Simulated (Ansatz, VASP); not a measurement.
**One calculation of HfN, two programs**

```
Hf N
1.0
     0.00000    2.20995    2.20995
     2.20995    0.00000    2.20995
     2.20995    2.20995    0.00000
Hf N
1 1
Direct
  0.00000 0.00000 0.00000
  0.50000 0.50000 0.50000
```

Change from the starting cell: volume scaled by 0.94.

Alike in both runs: task single point; functional PBEsol; k mesh 10 × 10 × 10; occupations fermi-dirac, width 0.05 eV; no spin polarisation.

```csv
,VASP,Ansatz
version,VASP 6.6.1,Ansatz 0.2.0
potentials or method,"VASP PAW PBE potentials, release 64 (Hf_pv, N)",Ansatz PAW
plane-wave cutoff (eV),520,420
valence electrons in the cell,15,31
```

Ansatz gave:

| Quantity | Value |
| --- | --- |
| gap on the k mesh at the Fermi level (eV) | none |
| pressure (GPa) | 17.5 |

**Question.** What did VASP give for the same quantities?

**Answer.** gap on the k mesh at the Fermi level (eV): none; pressure (GPa): 15.3.

A gap of «none» marks a metal or a gap that the smearing closes. With one functional, cell and mesh, what is left measures potentials, basis and numerics. The two sets of potentials don't hold the same shells in valence.

Caveats: the PAW data sets were made with another functional, which shifts forces and pressure a little (VASP); the pressure holds a Pulay correction of +0.6 GPa for the finite cutoff (Ansatz); the PAW data sets come from PBE, with cores solved anew for the run's functional, which leaves a small shift of forces and pressure (Ansatz). The runs have no spin-orbit coupling, so splittings on Hf are missing.
